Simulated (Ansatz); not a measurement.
This TiAl structure is the end of a relaxation. It was relaxed at this level from a cell as deposited in COD.

Method: DFT PBE, scalar-relativistic, plane waves, PAW (Ansatz). Cutoff 420 eV, Γ-centred mesh, Gaussian smearing, no spin polarisation.

```yaml
crystal:
  lattice:
    - [2.82320, 0.00000, 0.00000]
    - [0.00000, 2.82320, 0.00000]
    - [0.00000, 0.00000, 4.07344]
  atoms:
    - { symbol: Ti, position: [0.00000, 0.00000, 0.00000] }
    - { symbol: Al, position: [0.50000, 0.50000, 0.50000] }
```

Energies over the elements count from the elements' standard structures at the same level, with no fitted energy shifts.

Question: What space group does it have?

Answer: P4/mmm (No. 123), the CuAu (L1_0) type. Conventional cell: a = 2.823 Å, c = 4.073 Å. Ti has 4 Ti at 2.82 Å and 8 Al at 2.85 Å; Al has 4 Al at 2.82 Å and 8 Ti at 2.85 Å.

Question: What is its formation energy per atom?

Answer: −0.40 eV/atom. A negative formation energy is needed for stability but isn't enough: competing phases decide.

Question: Is it a metal?

Answer: Yes, bands cross the Fermi level on the 20×20×14 mesh.

The last run used a 20×20×14 mesh (in the run's order of axes) for its 2-atom cell and Gaussian smearing of 0.10 eV. A later test with randomly moved atoms came back to the same energy, though modes that don't fit the test's cell weren't probed.
